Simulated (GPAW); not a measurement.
Set up this calculation in GPAW 26.7.0, as an ASE script.

| Property | Result |
| --- | --- |
| Task | single point |
| Functional | PBE |
| Potentials or basis | GPAW PAW data sets (gpaw-data 1.2.1) |
| Cutoff | 450 eV |
| Basis | pw |
| k mesh | 6 × 6 × 6 |
| Occupations | fermi-dirac, width 0.05 eV |
| Spin | no spin polarisation |
| Maxiter | 120 |
| Convergence | default |

The system is SnTe.

```
CELL_PARAMETERS angstrom
0.00000 3.15085 3.15085
3.15085 0.00000 3.15085
3.15085 3.15085 0.00000
ATOMIC_POSITIONS crystal
Te 0.50000 0.50000 0.50000
Sn 0.00000 0.00000 0.00000
```

These files were run (other wordings do the same):

run.py

```python
from ase import Atoms
from ase.dft.bandgap import bandgap
from ase.io import write
from ase.units import GPa
from gpaw import GPAW, PW

atoms = Atoms(['Te', 'Sn'],
              cell=[[0.0, 3.15085, 3.15085],
                    [3.15085, 0.0, 3.15085],
                    [3.15085, 3.15085, 0.0]],
              scaled_positions=[[0.5, 0.5, 0.5],
                                [0.0, 0.0, 0.0]],
              pbc=True)

calc = GPAW(mode=PW(450),
            xc='PBE',
            kpts={'size': (6, 6, 6), 'gamma': True},
            occupations={'name': 'fermi-dirac', 'width': 0.05},
            nbands=19,
            maxiter=120,
            txt='gpaw.txt')
atoms.calc = calc
energy = atoms.get_potential_energy()
forces = atoms.get_forces()
stress = atoms.get_stress()
calc.write('gs.gpw')
write('result.traj', atoms)
print(f'Energy: {energy:.6f} eV')
print('Forces (eV/A):')
print(forces.round(4))
print('Stress (GPa):', (stress / GPa).round(3))
print('Fermi level:', round(calc.get_fermi_level(), 4), 'eV')
print(f'Gap: {bandgap(calc)[0]:.4f} eV, direct: {bandgap(calc, direct=True)[0]:.4f} eV')
```

Potentials or basis: GPAW PAW data sets (gpaw-data 1.2.1), pw.

The run is started by

```console
$ OMP_NUM_THREADS=1 python run.py
```

Results of the run:

```json
{
  "Pressure": "1.2 GPa",
  "Band gap on the k mesh": "0.11 eV, direct"
}
```

Caveat: the cutoff is short for stress and forces, so pressures can be off by a GPa or more; spin-orbit coupling is left out, which moves the levels of the heavy elements.

Wall time 9.4 s on 1 thread of Arm Neoverse V1, with other jobs on the host, peak memory 0.14 GiB.
